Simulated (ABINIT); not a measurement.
# Au (P6_3/mmc) in ABINIT: relaxation of cell and atoms with r2SCAN

Aim: the relaxation of cell and atoms of Au with r2SCAN.

Program: ABINIT 10.8.3 (patched build). These are calculated values, not measurements. Logs are shortened: lines on timing, memory, paths and dates and some standing lists are left out, and cuts for length are marked. The log counts tension as positive stress, the text compression.

### Step 1. The crystal as given

Symmetry: P6_3/mmc, No. 194, hexagonal system. The conventional cell has a = 2.900 Å, b = 2.900 Å, c = 4.880 Å, α = 90.00°, β = 90.00°, γ = 120.00°. Around Au (site symmetry -6m2) lie 12 Au at 2.90 to 2.96 Å.

This isn't the form of Au at room conditions, which is fcc.

### Step 2. Relaxation of cell and atoms, r2SCAN

Contents of run.abi:

```
# Pseudopotentials
pp_dirpath "./"
pseudos "Au.GGA_PBE-JTH.xml"

# Structure
acell 2.9 2.9 4.88 Angstrom
rprim
     1.0000000000     0.0000000000     0.0000000000
    -0.5000000000     0.8660254038     0.0000000000
     0.0000000000     0.0000000000     1.0000000000
ntypat 1
znucl 79
natom 2
typat 1 1
xred
     0.6666666667     0.3333333333     0.2500000000
     0.3333333333     0.6666666667     0.7500000000
chkprim 0
chksymtnons 0
tolsym 1.0e-6

# Plane-wave basis
ecut 24.0
pawecutdg 46.0

# k points
kptopt 1
ngkpt 8 8 4
nshiftk 1
shiftk 0.0 0.0 0.0

# Exchange and correlation
ixc -497498
usekden 1
pawxcdev 0

# Bands and occupations
nband 15
occopt 3
tsmear 0.05 eV

# SCF cycle
nstep 100
tolvrs 1.0e-7

# Output
iomode 3
prtwf 0
prtden 0
prteig 0
prtebands 0
enunit 2

# Relaxation
ionmov 2
ntime 60
tolmxf 0.0002
optcell 2
dilatmx 1.08
ecutsm 0.5
```

Potentials or basis: JTH PAW PBE v2.0.

Run with:

```bash
> abinit run.abi > log 2>&1
```

run.abo:

```text
.Version 10.8.3 of ABINIT
 Symmetries : space group P6_3/m m c (#194); Bravais hP (primitive hexag.)
================================================================================
 Values of the parameters that define the memory need of the present run
     intxc =       0    ionmov =       2      iscf =      17    lmnmax =      18
     lnmax =       6     mgfft =      45  mpssoang =       3    mqgrid =    3041
     natom =       2  nloc_mem =       2    nspden =       1   nspinor =       1
    nsppol =       1      nsym =      24    n1xccc =       1    ntypat =       1
    occopt =       3   xclevel =       2
       mpw =        1732          nfft =       40500          nkpt =          30
 PAW method is used; the additional fine FFT grid is defined by:
   mgfftf=        64    nfftf =    102400
================================================================================
================================================================================

--------------------------------------------------------------------------------
------------- Echo of variables that govern the present computation ------------
--------------------------------------------------------------------------------
 -outvars: echo values of preprocessed input variables --------
            acell      5.4802057651E+00  5.4802057651E+00  9.2218634944E+00 Bohr
              amu      1.96966540E+02
          chkprim           0
      chksymtnons           0
          dilatmx      1.08000000E+00
             ecut      2.40000000E+01 Hartree
           ecutsm      5.00000000E-01 Hartree
           enunit           2
           ionmov           2
              ixc     -497498
         kptrlatt        8    0    0      0    8    0      0    0    4
          kptrlen      3.68874540E+01
            natom           2
            nband          15
            ngfft          30      30      45
          ngfftdg          40      40      64
             nkpt          30
            nstep         100
             nsym          24
            ntime          60
           ntypat           1
           occopt           3
          optcell           2
        pawecutdg      4.60000000E+01 Hartree
         pawxcdev           0
           prtden           0
        prtebands           0
           prteig           0
          prtkden           1
            prtwf           0
            rprim      1.0000000000E+00  0.0000000000E+00  0.0000000000E+00
                      -5.0000000000E-01  8.6602540380E-01  0.0000000000E+00
                       0.0000000000E+00  0.0000000000E+00  1.0000000000E+00
          spgroup         194
           tolmxf      2.00000000E-04
           tolsym      1.00000000E-06
           tolvrs      1.00000000E-07
           tsmear      1.83746611E-03 Hartree
            typat      1  1
          usekden           1
           useylm           1
           xangst      1.4500000000E+00  8.3715789034E-01  1.2200000000E+00
                      -2.3122622713E-17  1.6743157807E+00  3.6600000000E+00
            xcart      2.7401028826E+00  1.5819991369E+00  2.3054658736E+00
                      -4.3695424241E-17  3.1639982738E+00  6.9163976208E+00
             xred      6.6666666667E-01  3.3333333333E-01  2.5000000000E-01
                       3.3333333333E-01  6.6666666667E-01  7.5000000000E-01
            znucl       79.00000

================================================================================

 chkinp: Checking input parameters for consistency.

================================================================================
== DATASET  1 ==================================================================

--- !DatasetInfo
iteration_state: {dtset: 1, }
dimensions: {natom: 2, nkpt: 30, mband: 15, nsppol: 1, nspinor: 1, nspden: 1, mpw: 1732, }
cutoff_energies: {ecut:  24.0, pawecutdg:  46.0, }
electrons: {nelect:   2.20000000E+01, charge:   0.00000000E+00, occopt:   3.00000000E+00, tsmear:   1.83746611E-03, }
meta: {optdriver: 0, ionmov: 2, optcell: 2, iscf: 17, paral_kgb: 0, }
...

 Real(R)+Recip(G) space primitive vectors, cartesian coordinates (Bohr,Bohr^-1):
 R(1)=  5.4802058  0.0000000  0.0000000  G(1)=  0.1824749  0.1053519  0.0000000
 R(2)= -2.7401029  4.7459974  0.0000000  G(2)=  0.0000000  0.2107039  0.0000000
 R(3)=  0.0000000  0.0000000  9.2218635  G(3)=  0.0000000  0.0000000  0.1084380
 Unit cell volume ucvol=  2.3985184E+02 bohr^3
 Angles (23,13,12)=  9.00000000E+01  9.00000000E+01  1.20000000E+02 degrees

 Coarse grid specifications (used for wave-functions):

 getcut: wavevector=  0.0000  0.0000  0.0000  ngfft=  30  30  45
         ecut(hartree)=     27.994   => boxcut(ratio)=   2.00327

[... 677 lines left out ...]

---SELF-CONSISTENT-FIELD CONVERGENCE--------------------------------------------
[... 311 lines left out ...]
 Difference of energy with previous step (new-old):
           Absolute (Ha)=-8.13725E-05
           Relative     =-2.65508E-06

--- Iteration: (10/60) Internal Cycle: (1/1)
--------------------------------------------------------------------------------

---SELF-CONSISTENT-FIELD CONVERGENCE--------------------------------------------

--- !BeginCycle
iteration_state: {dtset: 1, itime: 10, icycle: 1, }
solver: {iscf: 17, nstep: 100, nline: 4, wfoptalg: 10, }
tolerances: {tolvrs: 1.00E-07, }
...
[... 91 lines left out ...]
 Difference of energy with previous step (new-old):
           Absolute (Ha)=-2.66944E-06
           Relative     =-8.71005E-08

--- Iteration: (11/60) Internal Cycle: (1/1)
--------------------------------------------------------------------------------

---SELF-CONSISTENT-FIELD CONVERGENCE--------------------------------------------

--- !BeginCycle
iteration_state: {dtset: 1, itime: 11, icycle: 1, }
solver: {iscf: 17, nstep: 100, nline: 4, wfoptalg: 10, }
tolerances: {tolvrs: 1.00E-07, }
...
[... 91 lines left out ...]
 Difference of energy with previous step (new-old):
           Absolute (Ha)=-1.39483E-06
           Relative     =-4.55115E-08

 At Broyd/MD step  11, gradients are converged :
  max grad (force/stress) = 1.4001E-04 < tolmxf= 2.0000E-04 ha/bohr (free atoms)

================================================================================

 ----iterations are completed or convergence reached----

 Mean square residual over all n,k,spin=   10.585E-10; max=  21.074E-08
 reduced coordinates (array xred) for    2 atoms
       0.666666666667      0.333333333333      0.250000000000
       0.333333333333      0.666666666667      0.750000000000
 rms dE/dt=  0.0000E+00; max dE/dt=  0.0000E+00; dE/dt below (all hartree)
    1       0.000000000000      0.000000000000      0.000000000000
    2       0.000000000000      0.000000000000      0.000000000000

 cartesian coordinates (angstrom) at end:
    1      1.47086435030071     0.84920392860280     1.18156660199757
    2      0.00000000000000     1.69840785720559     3.54469980599270

 cartesian forces (hartree/bohr) at end:
    1     -0.00000000000000    -0.00000000000000    -0.00000000000000
    2     -0.00000000000000    -0.00000000000000    -0.00000000000000
 frms,max,avg= 0.0000000E+00 0.0000000E+00   0.000E+00  0.000E+00  0.000E+00 h/b

 cartesian forces (eV/Angstrom) at end:
    1     -0.00000000000000    -0.00000000000000    -0.00000000000000
    2     -0.00000000000000    -0.00000000000000    -0.00000000000000
 frms,max,avg= 0.0000000E+00 0.0000000E+00   0.000E+00  0.000E+00  0.000E+00 e/A
 length scales=  5.559061580859  5.559061580934  8.931349109180 bohr
              =  2.941728700601  2.941728700641  4.726266407990 angstroms
 Fermi (or HOMO) energy (hartree) =   0.25470   Average Vxc (hartree)=  -0.44222
 Eigenvalues (hartree) for nkpt=  30  k points:
 kpt#   1, nband= 15, wtk=  0.00391, kpt=  0.0000  0.0000  0.0000 (reduced coord)
  -0.09562   -0.00470    0.08820    0.08983    0.08983    0.10266    0.10266    0.11622
   0.11622    0.17285    0.17285    0.24141    0.37516    0.83313    0.91453
      occupation numbers for kpt#   1
   2.00000    2.00000    2.00000    2.00000    2.00000    2.00000    2.00000    2.00000
   2.00000    2.00000    2.00000    1.99855    0.00000    0.00000    0.00000
 prteigrs : prtvol=0 or 1, do not print more k-points.

 Fermi (or HOMO) energy (eV) =   6.93061   Average Vxc (eV)= -12.03345
 Eigenvalues (   eV  ) for nkpt=  30  k points:
 kpt#   1, nband= 15, wtk=  0.00391, kpt=  0.0000  0.0000  0.0000 (reduced coord)
  -2.60193   -0.12788    2.40007    2.44441    2.44441    2.79343    2.79343    3.16247
   3.16247    4.70339    4.70339    6.56914   10.20872   22.67062   24.88558
 prteigrs : prtvol=0 or 1, do not print more k-points.

--- !EnergyTerms
iteration_state     : {dtset: 1, itime: 11, icycle: 1, }
comment             : Components of total free energy in Hartree
kinetic             :  1.86888147487571E+01
hartree             :  7.78191674769494E+00
xc                  : -5.53584809678149E+00
Ewald energy        : -7.09439178570704E+01
psp_core            :  6.47975776445771E+00
local_psp           : -2.88804104501296E+01
PAW spherical_terms :  1.03057950062537E+02
internal            :  3.06482629194652E+01
'-kT*entropy'       : -3.73079763915452E-04
total_energy        :  3.06478898397013E+01
total_energy_eV     :  8.33971568052389E+02
...

--- !EnergyTermsDC
iteration_state     : {dtset: 1, itime: 11, icycle: 1, }
comment             : '"Double-counting" decomposition of free energy'
band_energy         :  2.26108855742291E+00
Ewald energy        : -7.09439178570704E+01
psp_core            :  6.47975776445771E+00
xc_dc               : -6.35892488299314E+00
PAW spherical_terms :  9.92101724573042E+01
internal            :  3.06481760391212E+01
'-kT*entropy'       : -3.73079763915452E-04
total_energy_dc     :  3.06478029593573E+01
total_energy_dc_eV  :  8.33969203917791E+02
...

--- !EnergyTermsWithPAWCore
iteration_state     : {dtset: 1, itime: 11, icycle: 1, }
comment             : 'Components of total free energy, including PAW core contributions'
Total energy        : -3.80250663018953E+04
Total energy DC     : -3.80250663887756E+04
Total energy (eV)   : -1.03471476616991E+06
Total energy DC (eV): -1.03471476853404E+06
...

 Cartesian components of stress tensor (hartree/bohr^3)
  sigma(1 1)= -3.00230492E-07  sigma(3 2)=  0.00000000E+00
  sigma(2 2)= -3.00231466E-07  sigma(3 1)=  0.00000000E+00
  sigma(3 3)=  1.40012113E-06  sigma(2 1)=  0.00000000E+00

-Cartesian components of stress tensor (GPa)         [Pressure= -7.8423E-03 GPa]
- sigma(1 1)= -8.83308604E-03  sigma(3 2)=  0.00000000E+00
- sigma(2 2)= -8.83311470E-03  sigma(3 1)=  0.00000000E+00
- sigma(3 3)=  4.11929858E-02  sigma(2 1)=  0.00000000E+00

== END DATASET(S) ==============================================================
================================================================================

 -outvars: echo values of variables after computation  --------
            acell      5.5590615809E+00  5.5590615809E+00  8.9313491092E+00 Bohr
           etotal      3.0647802959E+01
            fcart     -0.0000000000E+00 -0.0000000000E+00 -0.0000000000E+00
                      -0.0000000000E+00 -0.0000000000E+00 -0.0000000000E+00
            rprim      1.0000000000E+00  0.0000000000E+00  0.0000000000E+00
                      -4.9999999999E-01  8.6602540379E-01  0.0000000000E+00
                       0.0000000000E+00  0.0000000000E+00  1.0000000000E+00
           strten     -3.0023049220E-07 -3.0023146640E-07  1.4001211276E-06
                       0.0000000000E+00  0.0000000000E+00  0.0000000000E+00
           xangst      1.4708643503E+00  8.4920392860E-01  1.1815666020E+00
                       4.9806387898E-17  1.6984078572E+00  3.5446998060E+00
             xred      6.6666666667E-01  3.3333333333E-01  2.5000000000E-01
                       3.3333333333E-01  6.6666666667E-01  7.5000000000E-01
 Calculation completed.
```

Wall time 9.6 min (1 thread of Intel Xeon 6975P-C (Granite Rapids), shared host); peak memory 0.18 GiB.

Results:

```yaml
Free_energy: 833.9692 eV
Relaxed_volume: 17.71 Å³/atom
Relaxed_cell: a = 2.942 Å, b = 2.942 Å, c = 4.726 Å, α = 90.00°, β = 90.00°, γ = 120.00°
Space_group_after_relaxing_to_0.05_Å: P6_3/mmc (No. 194)
Energy_gained_by_relaxing: 2.6 meV/atom
Ionic_steps: 11
Pressure_after_relaxing: 0.0 GPa
Band_gap_on_the_k_mesh: none (metal or under the smearing width)
Valence_electrons_inside_the_program's_atomic_spheres: Au 9.48 (radii [1.3275] Å)
```

Step by step:
```
step  energy change (eV)  largest force (eV/Å)  pressure (GPa)  volume (Å³)
   1              0.0000                0.0000           -0.40        35.54
   2             -0.0001                0.0000           -0.22        35.50
   3             -0.0002                0.0000            0.05        35.43
   4             -0.0002                0.0000            0.11        35.42
   5             -0.0014                0.0000            1.61        35.05
   6              0.0107                0.0000            4.98        34.40
   7             -0.0022                0.0000            1.67        35.03
   8             -0.0028                0.0000            1.38        35.09
   9             -0.0050                0.0000            0.09        35.39
  10             -0.0051                0.0000            0.01        35.41
  11             -0.0051                0.0000           -0.01        35.42
```

Final structure:
```xyz
2
Lattice="2.9417 0.0000 0.0000 -1.4709 2.5476 0.0000 0.0000 0.0000 4.7263" Properties=species:S:1:pos:R:3 pbc="T T T"
Au    1.4709    0.8492    1.1816
Au    0.0000    1.6984    3.5447
```

Levels at points of the mesh, in eV from the Fermi level:
| k point | band 9 | band 10 | band 11 | band 12 | band 13 | band 14 |
| --- | --- | --- | --- | --- | --- | --- |
| (0.00, 0.00, 0.00) | -3.77 | -2.23 | -2.23 | -0.36 | 3.28 | 15.74 |
| (0.50, 0.00, 0.00) | -1.90 | -1.85 | 0.39 | 1.41 | 6.48 | 7.84 |
| (0.00, 0.00, 0.50) | -2.68 | -2.68 | -2.68 | -2.68 | 12.07 | 12.07 |
| (0.50, 0.00, 0.50) | -1.94 | -1.94 | 0.76 | 0.76 | 3.95 | 3.95 |

Caveat: totals of a meta-GGA on PAW files have another zero than those of a GGA; the PAW data sets were made with another functional, which shifts forces and pressure a little. Spin-orbit coupling is left out, which matters for the levels of Au.
